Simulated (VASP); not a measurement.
Runs of VASP 6.6.1 on ZnCu. All rows change the cell; the cell of one of them follows. Symmetry: R-3m, No. 166, trigonal system. The conventional cell has a = 3.554 Å, b = 3.554 Å, c = 7.892 Å, α = 90.00°, β = 90.00°, γ = 120.00°. Zn (site symmetry -3m) has 6 Cu at 2.44 Å as nearest neighbours. Around Cu (site symmetry -3m) lie 6 Zn at 2.44 Å. 

```csv
cell,further INCAR settings,gap on the mesh (eV),pressure (GPa)
"volume 14.389 Å^3 an atom, length along [111] over the lengths across it, relative to the cubic cell 1.8132",ALGO = Fast; EDIFF = 1e-06; NBANDS = 18,none,(a)
"volume 13.002 Å^3 an atom, length along [111] over the lengths across it, relative to the cubic cell 0.6725",ALGO = Fast; EDIFF = 1e-07; NBANDS = 18,none,44.2
"volume 13.695 Å^3 an atom, length along [111] over the lengths across it, relative to the cubic cell 1.8132",ALGO = Fast; EDIFF = 1e-06; NBANDS = 18,none,11.4
"volume 10.921 Å^3 an atom, length along [111] over the lengths across it, relative to the cubic cell 1.4870",ALGO = Fast; EDIFF = 1e-07; NBANDS = 18,none,51.9
```

Alike in all rows: task single point; level PBE; potentials or basis VASP PAW PBE potentials, release 64 (Zn, Cu); no spin polarisation; k mesh 16 × 16 × 16; cutoff (eV) 520; smearing gaussian 0.15 eV.

**Question.** Fill in the values left out.

**Answer.** (a) 5.7.

Caveats: a pressure of tens of GPa on the cell as given is suspect, and the run, the potentials or the cell itself is likely at fault (some runs).

A gap of «none» marks a metal or a gap under the smearing width.
